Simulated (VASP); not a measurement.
# Pb (R-3m) in VASP: single point with PBE

Aim: the single point of Pb with PBE.

Everything below comes from runs of VASP 6.6.1. Logs are shortened: lines on timing, memory, paths and dates and some standing lists are left out, and cuts for length are marked.

## 1. The cell of the first run

The structure is trigonal, space group R-3m (No. 166). The conventional cell has a = 3.458 Å, b = 3.458 Å, c = 8.727 Å, α = 90.00°, β = 90.00°, γ = 120.00°. Around Pb (site symmetry -3m) lie 12 Pb at 3.46 to 3.53 Å.

## 2. Single point, PBE (equal xy, yz and zx shear strains of +2 %)

The input, INCAR:

```
SYSTEM = Pb
PREC     = Accurate       ! precision mode
ENCUT    = 520            ! plane-wave cutoff, eV
EDIFF    = 1E-6           ! SCF threshold, eV
ISMEAR   = -1             ! smearing method
SIGMA    = 0.05           ! smearing width, eV
LREAL    = .False.        ! projectors in reciprocal space
LASPH    = .True.         ! aspherical terms in the spheres
NELM     = 100            ! most SCF steps
ALGO     = Fast           ! electronic algorithm
ISIF     = 2              ! what is computed and relaxed
LWAVE    = .False.        ! write WAVECAR
LCHARG   = .False.        ! write CHGCAR
GGA      = PE             ! functional
NBANDS   = 13             ! bands
```

The input, KPOINTS:

```
regular mesh
0
Gamma
  12 12 12
  0 0 0
```

The input, POSCAR:

```
Pb
1.0
    0.0493960000      2.4944980000      2.4944980000
    2.4944980000      0.0493960000      2.4944980000
    2.4944980000      2.4944980000      0.0493960000
Pb
1
Direct
    0.0000000000      0.0000000000      0.0000000000
```

Potentials or basis: VASP PAW PBE potentials, release 64 (Pb_d).

Run with:

```console
$ cat potpaw_PBE.64/Pb_d/POTCAR > POTCAR
$ mpirun -np 1 vasp_std > vasp.out
```

OUTCAR:

```text
SYSTEM = Pb
   PREC = Accurate
   ENCUT = 520
   EDIFF = 1E-6
   ISMEAR = -1
   LREAL = .False.
   LASPH = .True.
   NELM = 100
   ISIF = 2
   GGA = PE

 ion  position               nearest neighbor table
   1  0.000  0.000  0.000-

  LATTYP: Found a trigonal (rhomboedric) cell.
 ALAT       =     3.5280987102
 COS(alpha) =     0.5197000882

  Lattice vectors:

 A1 = (   0.0493960000,   2.4944980000,   2.4944980000)
 A2 = (   2.4944980000,   0.0493960000,   2.4944980000)
 A3 = (   2.4944980000,   2.4944980000,   0.0493960000)

Analysis of symmetry for initial positions (statically):
=====================================================================
 Subroutine PRICEL returns:
 Original cell was already a primitive cell.

 Routine SETGRP: Setting up the symmetry group for a
 trigonal (rhombohedral) supercell.

 Subroutine GETGRP returns: Found 12 space group operations
 (whereof 12 operations were pure point group operations)
 out of a pool of 12 trial point group operations.

The static configuration has the point symmetry D_3d.

Analysis of symmetry for dynamics (positions and initial velocities):
=====================================================================
 Subroutine PRICEL returns:
 Original cell was already a primitive cell.

 Routine SETGRP: Setting up the symmetry group for a
 trigonal (rhombohedral) supercell.

 Subroutine GETGRP returns: Found 12 space group operations
 (whereof 12 operations were pure point group operations)
 out of a pool of 12 trial point group operations.

The dynamic configuration has the point symmetry D_3d.

 Subroutine INISYM returns: Found 12 space group operations
 (whereof 12 operations are pure point group operations),
 and found     1 'primitive' translations

----------------------------------------------------------------------------------------

                                     Primitive cell

  volume of cell :      30.1221

  direct lattice vectors                    reciprocal lattice vectors
     0.049396000  2.494498000  2.494498000    -0.206495255  0.202485638  0.202485638
     2.494498000  0.049396000  2.494498000     0.202485638 -0.206495255  0.202485638
     2.494498000  2.494498000  0.049396000     0.202485638  0.202485638 -0.206495255

  length of vectors
     3.528098710  3.528098710  3.528098710     0.353045546  0.353045546  0.353045546

  position of ions in fractional coordinates (direct lattice)
     0.000000000  0.000000000  0.000000000

  ion indices of the primitive-cell ions
   primitive index   ion index
                 1           1

----------------------------------------------------------------------------------------

[... 83 lines left out ...]
   EFERMI =   0.00;   METHOD = LEGACY
   ISMEAR =    -1;   SIGMA  =   0.05  broadening in eV -4-tet -1-fermi 0-gaus
   EFERMI_NEDOS =   21; number of points for ismear=-14 and -15
   IALGO  =     68    algorithm
   IMIX   =      4    mixing-type and parameters
     AMIX     =   0.40;   BMIX     =  1.00
     AMIX_MAG =   1.60;   BMIX_MAG =  1.00
  volume/ion in A,a.u.               =      30.12       203.27
  Fermi-wavevector in a.u.,A,eV,Ry     =   1.268106  2.396373 21.879429  1.608093
  Thomas-Fermi vector in A             =   2.401218
   LORBIT       =      0    0 simple, 1 ext, 2 COOP (PROOUT), +10 PAW based schemes
   GGA     = PE    functional components
   LHFCALC =     F    Hartree Fock is set to
   AEXX    =    0.0000 exact exchange contribution
   IVDW    =     0    specifies the selected vdW correction
   LEPSILON=     F    determine dielectric tensor
   LRPA    =     F    only Hartree local field effects (RPA)
 non-spin polarized calculation
 RMM-DIIS sequential band-by-band and
  energy-cutoff  :      520.00
  volume of cell :       30.12
 maximum number of plane-waves:       833
 NGX is ok and might be reduce to    28
   NGX = 13   NGY = 13   NGZ = 13

 number of electron      14.0000000 magnetization

 Free energy of the ion-electron system (eV)
  ---------------------------------------------------
  ext. energy  EPLUGINS =         0.00000000
  ---------------------------------------------------
  free energy    TOTEN  =        -3.53836688 eV

  energy without entropy =       -3.53071766  energy(sigma->0) =       -3.53454227

 E-fermi :   7.3943     XC(G=0): -10.2150

 val. band max:        7.3916890311   @ k =  -0.1667   0.4167   0.1667
 cond. band min:       7.3990181687   @ k =  -0.3333  -0.4167   0.1667
 fundamental gap:      0.0073291376
 Fermi energy:         7.3943113600

 k-point     1 :       0.0000    0.0000    0.0000
  band No.  band energies     occupation
      1      -9.7355      2.00000
      2      -9.7123      2.00000
      3      -9.7123      2.00000
      4      -9.5728      2.00000
      5      -9.5728      2.00000
      6      -4.4439      2.00000
      7      14.3276      0.00000
      8      15.0580      0.00000
      9      15.0580      0.00000
     10      17.1870      0.00000
     11      18.5356      0.00000
     12      19.6826      0.00000
     13      20.1362      0.00000
[... 354 lines left out ...]
  band No.  band energies     occupation
      1      -9.7247      2.00000
      2      -9.6900      2.00000
      3      -9.6482      2.00000
      4      -9.4874      2.00000
      5      -9.4572      2.00000
      6      -0.3996      2.00000
      7       3.7973      2.00000
      8       9.5938      0.00000
      9      11.9648      0.00000
     10      15.0686      0.00000
     11      19.0410      0.00000
     12      20.0500      0.00000
     13      22.5963      0.00000

 [... further k-points ...]

------------------------ aborting loop because EDIFF is reached ----------------------------------------

  FORCE on cell =-STRESS in cart. coord.  units (eV):
  Direction    XX          YY          ZZ          XY          YZ          ZX
  --------------------------------------------------------------------------------------
  -------------------------------------------------------------------------------------
  Total        0.5619143      0.5619143      0.5619143      0.0012569      0.0012569      0.0012569
  in kB       29.8878578     29.8878578     29.8878578      0.0668520      0.0668520      0.0668520
  external PRESSURE =      29.8878578 kB  Pullay stress =       0.0000000 kB

 VOLUME and BASIS-vectors are now :
 -----------------------------------------------------------------------------
  energy-cutoff  :      520.00
  volume of cell :       30.12
      direct lattice vectors                 reciprocal lattice vectors
     0.049396000  2.494498000  2.494498000    -0.206495255  0.202485638  0.202485638
     2.494498000  0.049396000  2.494498000     0.202485638 -0.206495255  0.202485638
     2.494498000  2.494498000  0.049396000     0.202485638  0.202485638 -0.206495255

 POSITION                                       TOTAL-FORCE (eV/Angst)
 -----------------------------------------------------------------------------------
      0.00000      0.00000      0.00000         0.000000     -0.000000      0.000000
 -----------------------------------------------------------------------------------
    total drift:                               -0.000000     -0.000000     -0.000000

  FREE ENERGIE OF THE ION-ELECTRON SYSTEM (eV)
  ---------------------------------------------------
  free  energy   TOTEN  =        -3.5383668761 eV

  energy  without entropy=       -3.5307176568  energy(sigma->0) =       -3.53454227
```

Run time: 38 s. Hardware: 1 thread of Intel Xeon 6975P-C (Granite Rapids), shared host; peak memory 0.19 GiB.

What came out:

- Free energy: -3.5384 eV
- Pressure: 3.0 GPa
- Band gap on the k mesh: none (metal or under the smearing width)

Levels at points of the mesh, in eV from the Fermi level:
| k point | band 5 | band 6 | band 7 | band 8 | band 9 | band 10 |
| --- | --- | --- | --- | --- | --- | --- |
| (0.00, 0.00, 0.00) | -16.97 | -11.84 | 6.93 | 7.66 | 7.66 | 9.79 |
| (0.50, 0.00, 0.00) | -16.82 | -8.08 | -4.25 | 5.37 | 5.57 | 9.18 |
| (0.50, 0.50, 0.00) | -16.80 | -6.74 | -3.34 | 1.80 | 2.26 | 5.33 |
| (0.50, 0.50, 0.50) | -16.84 | -8.43 | -4.34 | 5.92 | 5.92 | 9.38 |

The run has no spin-orbit coupling, so splittings on Pb are missing.
